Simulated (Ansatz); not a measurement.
Start from CaF₂ in the fluorite structure (space group Fm-3m, No. 225; a = 5.439 Å). Axes: x, y, z lie along the cube axes.

Level of theory: Ansatz (a program for electronic structure) r2SCAN, without spin-orbit coupling.

Before the change:

Band gap: 8.03 eV
Pressure: 0.00 GPa

Perturbation: tensile biaxial strain of 1.17 % in the plane normal to [110], as in epitaxy on a mismatched substrate; the out-of-plane cell vector and the atoms relax.

### Question
What happens to the energy relative to the base?

### Answer
The energy rises by 1.7 meV/atom.

### Question
What does the calculation give for the band gap after the change?

### Answer
The band gap decreases by 0.10 eV to 7.93 eV.

### Question
How does this affect the pressure?

### Answer
The pressure (mean of the normal stresses, compression positive) goes from zero to -1.15 GPa.

### Question
Estimate the effect on the ratio −ε⊥/ε∥.

### Answer
The ratio −ε⊥/ε∥ amounts to 0.84.

A biaxial case was relaxed in a doubled cell and then solved in the primitive one. Stability against distortions was not tested.
